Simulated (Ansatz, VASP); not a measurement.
# Two plane-wave programs on Cu

Contents of INCAR:

```
SYSTEM = Cu
  PREC = Accurate
  ENCUT = 520
  EDIFF = 1E-7
  ISMEAR = -1
  SIGMA = 0.05
  LREAL = .False.
  LASPH = .True.
  NELM = 60
  ALGO = Fast
  ISIF = 2
  LWAVE = .False.
  LCHARG = .True.
  GGA = PE
  LELF = .True.
  LVHAR = .True.
  NBANDS = 30
```

File KPOINTS:

```
regular mesh
0
Gamma
  12 12 4
  0 0 0
```

Contents of POSCAR:

```
Cu
1.0
    2.5307640267      0.0000000000      0.0000000000
   -1.2653820134      2.1917059381      0.0000000000
    0.0000000000      0.0000000000      8.2618150800
Cu
4
Direct
    0.6666666667      0.3333333333      0.7500000000
    0.0000000000      0.0000000000      0.5000000000
    0.3333333333      0.6666666667      0.2500000000
    0.0000000000      0.0000000000      0.0000000000
```

File input.yaml:

```yaml
crystal:
  lattice:
    - [2.5307640267, 0.0, 0.0]
    - [-1.2653820134, 2.1917059381, 0.0]
    - [0.0, 0.0, 8.26181508]
  atoms:
    - { symbol: Cu, position: [0.6666666667, 0.3333333333, 0.75] }
    - { symbol: Cu, position: [0.0, 0.0, 0.5] }
    - { symbol: Cu, position: [0.3333333333, 0.6666666667, 0.25] }
    - { symbol: Cu, position: [0.0, 0.0, 0.0] }
hamiltonian:
  xc: pbe
  pseudopotentials: { kind: paw }
kpoints:
  mp_grid: { grid: [12, 12, 4] }
scf:
  occupations: { method: fermi_dirac, width: 0.05 }
output:
  forces: true
  stress: true
  eigenvalues: true
  write_density: true
  write_potential: true
  elf: true
  volumetric_format: npy
```

This isn't the form of Cu at room conditions, which is fcc.

Alike in both runs: task single point; functional PBE; k mesh 12 × 12 × 4; occupations fermi-dirac, width 0.05 eV; no spin polarisation.

```csv
,VASP,Ansatz
version,VASP 6.6.1,Ansatz 0.2.0
potentials or method,"VASP PAW PBE potentials, release 64 (Cu)",Ansatz PAW
plane-wave cutoff (eV),520,420
valence electrons in the cell,44,76
```

|  | VASP | Ansatz | Ansatz less VASP |
| --- | --- | --- | --- |
| gap on the k mesh at the Fermi level (eV) | none | none | - |
| pressure (GPa) | 7.4 | 6.9 | -0.52 |
| largest component of the traceless stress (GPa) | 0.34 | 0.32 | -0.026 |

A gap of «none» marks a metal or a gap that the smearing closes. The two sets of potentials don't hold the same shells in valence.
